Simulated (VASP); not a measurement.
# Pd: convergence, relaxation of the cell

Pd, Fm-3m (no. 225), 1 atom in the cell. RevPBE; PAW potentials Pd (PBE set). VASP 6.6.1. The cell is changed on purpose: volume scaled by 1.1.

Wanted: cell volume within 1 %; lattice lengths within 0.4 %; shortest distances from each atom, periodic images included within 0.02 Å.

What the run is for: cell; Accuracy asked: screening.

The series start from Plane-wave cutoff (eV): 380; Smearing width (eV): 0.1; k-point mesh: 13 × 13 × 13; Relaxation passes: 2; Ionic threshold (EDIFFG): -0.005; Electronic threshold (eV): 1e-6; Precision mode (PREC): Accurate; Relaxation algorithm: IBRION=2 POTIM=0.5. Each series keeps the choices made before it, and each single choice may use up half of a tolerance. Times cover all steps of a run.

## Plane-wave cutoff (eV)

| Plane-wave cutoff (eV) | Cell volume (Å³) | Lattice lengths, largest deviation against the largest value | Shortest distances from each atom, periodic images included, largest deviation (Å) | Time (s) |
|---|---|---|---|---|
| 250 | 15.31 | 0.66 % | 0.018 | 20 |
| 290 | 15.62 | 0.018 % | 0.001 | 18 |
| 320 | 15.55 | 0.14 % | 0.004 | 25 |
| 380 | 15.54 | 0.16 % | 0.004 | 41 |
| 440 | 15.61 | 0.0078 % | 0.000 | 39 |
| 520 | 15.61 | 0.014 % | 0.000 | 40 |
| 650 (reference) | 15.62 | 0 % | 0.000 | 45 |

Chosen: 290, the loosest value from which every tighter one stays within half of the tolerance.

## Smearing width (eV)

| Smearing width (eV) | Cell volume (Å³) | Lattice lengths, largest deviation against the largest value | Shortest distances from each atom, periodic images included, largest deviation (Å) | Time (s) |
|---|---|---|---|---|
| 0.4 | 15.63 | 0.026 % | 0.001 | 22 |
| 0.3 | 15.63 | 0.012 % | 0.000 | 21 |
| 0.2 | 15.62 | 0.0021 % | 0.000 | 21 |
| 0.15 | 15.62 | 0.00071 % | 0.000 | 22 |
| 0.1 | 15.62 | 0.0025 % | 0.000 | 18 |
| 0.05 (reference) | 15.62 | 0 % | 0.000 | 24 |

Chosen: 0.4.

## k-point mesh

| k-point mesh | Cell volume (Å³) | Lattice lengths, largest deviation against the largest value | Shortest distances from each atom, periodic images included, largest deviation (Å) | Time (s) |
|---|---|---|---|---|
| 5 × 5 × 5 | 15.88 | 0.5 % | 0.014 | 9.5 |
| 7 × 7 × 7 | 15.69 | 0.1 % | 0.003 | 12 |
| 8 × 8 × 8 | 15.68 | 0.082 % | 0.002 | 15 |
| 10 × 10 × 10 | 15.62 | 0.046 % | 0.001 | 14 |
| 13 × 13 × 13 | 15.63 | 0.014 % | 0.000 | 22 |
| 16 × 16 × 16 (reference) | 15.64 | 0 % | 0.000 | 35 |

Chosen: 7 × 7 × 7.

## Relaxation passes

| Relaxation passes | Cell volume (Å³) | Lattice lengths, largest deviation against the largest value | Shortest distances from each atom, periodic images included, largest deviation (Å) | Time (s) |
|---|---|---|---|---|
| 1 | 15.68 | 0.028 % | 0.001 | 9.6 |
| 2 | 15.69 | 0 % | 0.000 | 12 |
| 3 (reference) | 15.69 | 0 % | 0.000 | 20 |

Chosen: 1.

## Ionic threshold (EDIFFG)

| Ionic threshold (EDIFFG) | Cell volume (Å³) | Lattice lengths, largest deviation against the largest value | Shortest distances from each atom, periodic images included, largest deviation (Å) | Time (s) |
|---|---|---|---|---|
| -0.05 | 15.68 | 0 % | 0.000 | 7.8 |
| -0.02 | 15.68 | 0 % | 0.000 | 8.2 |
| -0.01 | 15.68 | 0 % | 0.000 | 8.8 |
| -0.005 | 15.68 | 0 % | 0.000 | 9.6 |
| -0.002 (reference) | 15.68 | 0 % | 0.000 | 7.3 |

Chosen: -0.05.

## Electronic threshold (eV)

| Electronic threshold (eV) | Cell volume (Å³) | Lattice lengths, largest deviation against the largest value | Shortest distances from each atom, periodic images included, largest deviation (Å) | Time (s) |
|---|---|---|---|---|
| 0.0001 | 15.68 | 0.0078 % | 0.000 | 7.2 |
| 1e-5 | 15.68 | 0.0032 % | 0.000 | 6.9 |
| 1e-6 | 15.68 | 0 % | 0.000 | 7.8 |
| 1e-7 (reference) | 15.68 | 0 % | 0.000 | 7.2 |

Chosen: 0.0001.

## Precision mode (PREC)

| Precision mode (PREC) | Cell volume (Å³) | Lattice lengths, largest deviation against the largest value | Shortest distances from each atom, periodic images included, largest deviation (Å) | Time (s) |
|---|---|---|---|---|
| Normal | 15.7 | 0.036 % | 0.001 | 5.1 |
| Accurate (reference) | 15.68 | 0 % | 0.000 | 7.2 |

Chosen: Normal.

## Relaxation algorithm

| Relaxation algorithm | Cell volume (Å³) | Lattice lengths, largest deviation against the largest value | Shortest distances from each atom, periodic images included, largest deviation (Å) | Time (s) |
|---|---|---|---|---|
| IBRION=2 POTIM=0.5 | 15.7 | 0 % | 0.000 | 5.1 |
| IBRION=2 POTIM=0.2 | 15.69 | 0.013 % | 0.000 | 5.9 |
| IBRION=1 POTIM=0.5 | 15.68 | 0.038 % | 0.001 | 7.3 |
| IBRION=1 POTIM=0.2 | 15.69 | 0.011 % | 0.000 | 7.3 |

Chosen: IBRION=2 POTIM=0.5; no other choice that stays within half of the tolerance saves 30 % of the time.

## All choices together

| Input | Cell volume (Å³) | Lattice lengths, largest deviation against the largest value | Shortest distances from each atom, periodic images included, largest deviation (Å) | Time (s) |
|---|---|---|---|---|
| the program's defaults (naive) | 15.21 | 0.86 % | 0.024 | 3.5 |
| chosen settings | 15.7 | 0.19 % | 0.005 | 5.1 |
| reference settings throughout | 15.61 | 0 % | 0.000 | 113 |

The tolerance is met.

Values of the reference run: Lattice lengths: 2.805, 2.805, 2.805 Å; Shortest distances from each atom, periodic images included: 2.805, 2.805, 2.805, 2.805 Å.

## The input

INCAR.step1:
```
GGA = RE
ISMEAR = 1
SIGMA = 0.4
LWAVE = False
LCHARG = False
NSW = 80
PREC = Normal
LASPH = True
LREAL = False
ALGO = Normal
EDIFF = 1E-4
NELM = 120
GGA_COMPAT = False
IBRION = 2
ISIF = 3
EDIFFG = -0.05
NELMIN = 4
ENCUT = 290
POTIM = 0.5
```

INCAR.step2, as INCAR.step1 but for:
```
- NSW = 80
- IBRION = 2
- ISIF = 3
- EDIFFG = -0.05
- NELMIN = 4
- POTIM = 0.5
+ ISIF = 2
```

KPOINTS:
```
Automatic mesh
0
Gamma
  7 7 7
  0 0 0
```

POSCAR.step1:
```
Pd
1.0
    0.0000000000      2.0093332447      2.0093332447
    2.0093332447      0.0000000000      2.0093332447
    2.0093332447      2.0093332447      0.0000000000
Pd
1
Direct
    0.0000000000      0.0000000000      0.0000000000
```

Commands (each step's output is kept before the next begins):
```
cat potpaw_PBE.64/Pd/POTCAR > POTCAR
cp INCAR.step1 INCAR
cp POSCAR.step1 POSCAR
mpirun -np 1 vasp_std > vasp.out
cp CONTCAR POSCAR
cp INCAR.step2 INCAR
mpirun -np 1 vasp_std > vasp.out
```

The chosen input took VASP 6.6.1 5.1 s on 1 core (Intel Xeon Platinum 8259CL @ 2.50GHz (Skylake/Cascade Lake)), a shared host.
